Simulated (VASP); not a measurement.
Output of a VASP run:

**OUTCAR**
```
 ion  position               nearest neighbor table
   1  0.250  0.250  0.250-   3 1.99   3 1.99   3 1.99   3 1.99   2 2.30   2 2.30   2 2.30   2 2.30
                             2 2.30   2 2.30
   2  0.750  0.750  0.750-   3 1.99   3 1.99   3 1.99   3 1.99   1 2.30   1 2.30   1 2.30   1 2.30
                             1 2.30   1 2.30
   3  0.000  0.000  0.000-   2 1.99   2 1.99   2 1.99   1 1.99   2 1.99   1 1.99   1 1.99   1 1.99
  LATTYP: Found a face centered cubic cell.
 ALAT       =     4.5999336702
 Subroutine PRICEL returns:
 Original cell was already a primitive cell.
 Subroutine GETGRP returns: Found 48 space group operations
The static configuration has the point symmetry O_h .
The dynamic configuration has the point symmetry O_h .
 Subroutine INISYM returns: Found 48 space group operations
 Subroutine IBZKPT returns following result:
 Found     29 irreducible k-points:

 Following reciprocal coordinates:
            Coordinates               Weight
  0.000000  0.000000  0.000000      1.000000
  0.125000  0.000000  0.000000      8.000000
  0.250000  0.000000  0.000000      8.000000
  0.375000  0.000000  0.000000      8.000000
  0.500000  0.000000  0.000000      4.000000
  0.125000  0.125000  0.000000      6.000000
  0.250000  0.125000  0.000000     24.000000
  0.375000  0.125000  0.000000     24.000000
  0.500000  0.125000  0.000000     24.000000
 -0.375000  0.125000  0.000000     24.000000
 -0.250000  0.125000  0.000000     24.000000
 -0.125000  0.125000  0.000000     12.000000
  0.250000  0.250000  0.000000      6.000000
  0.375000  0.250000  0.000000     24.000000
  0.500000  0.250000  0.000000     24.000000
 -0.375000  0.250000  0.000000     24.000000
 -0.250000  0.250000  0.000000     12.000000
  0.375000  0.375000  0.000000      6.000000
  0.500000  0.375000  0.000000     24.000000
 -0.375000  0.375000  0.000000     12.000000
  0.500000  0.500000  0.000000      3.000000
  0.375000  0.250000  0.125000     24.000000
  0.500000  0.250000  0.125000     48.000000
 -0.375000  0.250000  0.125000     24.000000
  0.500000  0.375000  0.125000     24.000000
 -0.375000  0.375000  0.125000     48.000000
 -0.250000  0.375000  0.125000     24.000000
 -0.375000  0.500000  0.125000     12.000000
 -0.250000  0.500000  0.250000      6.000000
   k-points           NKPTS =     29   k-points in BZ     NKDIM =     29   number of bands    NBANDS=     10
   number of dos      NEDOS =    301   number of ions     NIONS =      3
   total plane-waves  NPLWV =  13824
   dimension x,y,z NGX =    24 NGY =   24 NGZ =   24
   dimension x,y,z NGXF=    48 NGYF=   48 NGZF=   48
   ions per type =               2   1
   PREC   = accura    normal or accurate (medium, high low for compatibility)
   ISTART =      0    job   : 0-new  1-cont  2-samecut
   ICHARG =      2    charge: 1-file 2-atom 10-const
   ISPIN  =      1    spin polarized calculation?
   LNONCOLLINEAR =      F non collinear calculations
   LSORBIT =      F    spin-orbit coupling
   INIWAV =      1    electr: 0-lowe 1-rand  2-diag
   ENCUT  =  520.0 eV  38.22 Ry    6.18 a.u.   6.05  6.05  6.05*2*pi/ulx,y,z
   NELM   =    100;   NELMIN=  2; NELMDL= -5     # of ELM steps
   EDIFF  = 0.1E-05   stopping-criterion for ELM
   LREAL  =      F    real-space projection
   NLSPLINE    = F    spline interpolate recip. space projectors
   LMAXMIX     =    2 max onsite mixed and CHGCAR
   VOSKOWN=      0    Vosko Wilk Nusair interpolation
   EDIFFG = -.2E-01   stopping-criterion for IOM
   NSW    =     60    number of steps for IOM
   NBLOCK =      1;   KBLOCK =     60    inner block; outer block
   IBRION =      2    ionic relax: 0-MD 1-quasi-New 2-CG
   NFREE  =      1    steps in history (QN), initial steepest desc. (CG)
   ISIF   =      3    stress and relaxation
   ISYM   =      2    0-nonsym 1-usesym 2-fastsym
   TEIN   =    0.0    initial temperature
   TEBEG  =    0.0;   TEEND  =   0.0 temperature during run
   SMASS  =  -3.00    Nose mass-parameter (am)
   PSTRESS=    0.0 pullay stress
   NELECT =      12.0000    total number of electrons
...
```

OSZICAR:
```
       N       E                     dE             d eps       ncg     rms          rms(c)
DAV:   1     0.363709796576E+02    0.36371E+02   -0.64435E+03   580   0.133E+03
DAV:   2    -0.164087558691E+02   -0.52780E+02   -0.49909E+02   694   0.239E+02
DAV:   3    -0.213730801784E+02   -0.49643E+01   -0.49456E+01  1020   0.637E+01
DAV:   4    -0.214425189900E+02   -0.69439E-01   -0.69362E-01   760   0.873E+00
DAV:   5    -0.214439112292E+02   -0.13922E-02   -0.13920E-02   874   0.755E-01    0.675E+00
DAV:   6    -0.168376141516E+02    0.46063E+01   -0.43979E+00   734   0.157E+01    0.207E+00
DAV:   7    -0.168754438390E+02   -0.37830E-01   -0.10369E+00   672   0.835E+00    0.205E+00
DAV:   8    -0.191936940778E+02   -0.23183E+01   -0.32363E+00   832   0.142E+01    0.276E+00
DAV:   9    -0.168580160130E+02    0.23357E+01   -0.17606E+00   912   0.104E+01    0.693E-01
DAV:  10    -0.168340266375E+02    0.23989E-01   -0.18881E-01   686   0.430E+00    0.333E-01
DAV:  11    -0.168213572347E+02    0.12669E-01   -0.12979E-02   678   0.122E+00    0.363E-01
DAV:  12    -0.168278587331E+02   -0.65015E-02   -0.17296E-02   614   0.146E+00    0.882E-02
DAV:  13    -0.168288615020E+02   -0.10028E-02   -0.12112E-03   830   0.331E-01    0.553E-02
DAV:  14    -0.168287520073E+02    0.10949E-03   -0.81471E-05   644   0.130E-01    0.543E-02
DAV:  15    -0.168292569762E+02   -0.50497E-03   -0.32004E-04   618   0.212E-01    0.746E-03
DAV:  16    -0.168293600511E+02   -0.10307E-03   -0.13599E-04   610   0.171E-01    0.658E-03
DAV:  17    -0.168293431327E+02    0.16918E-04   -0.73734E-06   642   0.391E-02    0.489E-03
DAV:  18    -0.168293012003E+02    0.41932E-04   -0.13840E-05   616   0.445E-02    0.104E-03
DAV:  19    -0.168293132112E+02   -0.12011E-04   -0.10873E-06   628   0.146E-02    0.782E-04
DAV:  20    -0.168293145050E+02   -0.12938E-05   -0.17127E-08   342   0.149E-03    0.528E-04
DAV:  21    -0.168293167922E+02   -0.22872E-05   -0.17936E-08   336   0.166E-03    0.253E-04
DAV:  22    -0.168293180673E+02   -0.12751E-05   -0.99053E-09   328   0.972E-04    0.208E-05
DAV:  23    -0.168293179719E+02    0.95400E-07   -0.23883E-09   326   0.486E-04
   1 F= -.16829318E+02 E0= -.16829318E+02  d E =-.168293E+02
       N       E                     dE             d eps       ncg     rms          rms(c)
DAV:   1    -0.168401244883E+02   -0.10806E-01   -0.16056E-01   584   0.398E+00    0.709E-01
DAV:   2    -0.168313274715E+02    0.87970E-02   -0.50834E-02   654   0.179E+00    0.227E-01
DAV:   3    -0.168309097821E+02    0.41769E-03   -0.15392E-03   762   0.420E-01    0.130E-01
DAV:   4    -0.168305880759E+02    0.32171E-03   -0.38881E-04   628   0.282E-01    0.296E-02
DAV:   5    -0.168305867446E+02    0.13313E-05   -0.57121E-04   660   0.293E-01    0.156E-02
DAV:   6    -0.168306816958E+02   -0.94951E-04   -0.71992E-05   620   0.119E-01    0.337E-03
DAV:   7    -0.168306674243E+02    0.14271E-04   -0.37144E-06   678   0.217E-02    0.121E-03
DAV:   8    -0.168306563792E+02    0.11045E-04   -0.55856E-07   622   0.974E-03    0.148E-03
DAV:   9    -0.168306599165E+02   -0.35372E-05   -0.34571E-07   336   0.757E-03    0.350E-04
DAV:  10    -0.168306630974E+02   -0.31809E-05   -0.67108E-08   312   0.338E-03    0.108E-04
DAV:  11    -0.168306638974E+02   -0.80005E-06   -0.18913E-08   308   0.149E-03
   2 F= -.16830664E+02 E0= -.16830664E+02  d E =-.134593E-02
```

**OUTCAR**
```
------------------------ aborting loop because EDIFF is reached ----------------------------------------
  FORCE on cell =-STRESS in cart. coord.  units (eV):
  Direction    XX          YY          ZZ          XY          YZ          ZX
  --------------------------------------------------------------------------------------
  Total       -0.0578948     -0.0578948     -0.0578948      0.0000000      0.0000000     -0.0000000
  in kB       -3.8562307     -3.8562307     -3.8562307      0.0000000      0.0000000     -0.0000000
  external PRESSURE =      -3.8562307 kB  Pullay stress =       0.0000000 kB
  volume of cell :       24.05
      direct lattice vectors                 reciprocal lattice vectors
     0.000000000  2.291144109  2.291144109    -0.218231580  0.218231580  0.218231580
     2.291144109 -0.000000000  2.291144109     0.218231580 -0.218231580  0.218231580
     2.291144109  2.291144109 -0.000000000     0.218231580  0.218231580 -0.218231580
 POSITION                                       TOTAL-FORCE (eV/Angst)
 -----------------------------------------------------------------------------------
      1.14557      1.14557      1.14557         0.000000      0.000000      0.000000
      3.43672      3.43672      3.43672        -0.000000     -0.000000     -0.000000
      4.58229      2.29114      2.29114         0.000000      0.000000      0.000000
 -----------------------------------------------------------------------------------
    total drift:                               -0.000000      0.000000      0.000000
  FREE ENERGIE OF THE ION-ELECTRON SYSTEM (eV)
  ---------------------------------------------------
  free  energy   TOTEN  =       -16.8306638974 eV

  energy  without entropy=      -16.8306638974  energy(sigma->0) =      -16.83066390

 reached required accuracy - stopping structural energy minimisation
```
(Selected blocks of OUTCAR.)

POSCAR:
```
Li2O
1
    0.0000000000     2.2999668351     2.2999668351
    2.2999668351     0.0000000000     2.2999668351
    2.2999668351     2.2999668351     0.0000000000
Li O
2 1
Direct
  0.2500000000   0.2500000000   0.2500000000
  0.7500000000   0.7500000000   0.7500000000
  0.0000000000   0.0000000000   0.0000000000
```

Question: Write an INCAR and KPOINTS that could have produced this output.

Answer: This is not unique; one that fits is the input of the run itself, r2SCAN meta-GGA, plane waves, VASP's PBE PAW potentials (set 64).

**INCAR**
```
SYSTEM = Li2O
PREC = Accurate
ENCUT = 520
EDIFF = 1E-6
NELM = 100
ALGO = Normal
LREAL = .FALSE.
LASPH = .TRUE.
ISMEAR = 0
SIGMA = 0.05
METAGGA = R2SCAN
LMIXTAU = .TRUE.
LWAVE = .FALSE.
LCHARG = .FALSE.
IBRION = 2
ISIF = 3
NSW = 60
EDIFFG = -0.02
```

File KPOINTS:
```
kpoints
0
gamma
  8 8 8
0 0 0
```

POTCAR, in this order: Li_sv O (PBE.64 set). Program: vasp_std.

The compound is Li2O in the antifluorite structure. This run relaxes it. Symmetry was kept, so distortions that lower it aren't found. The start is the result of an earlier pass.
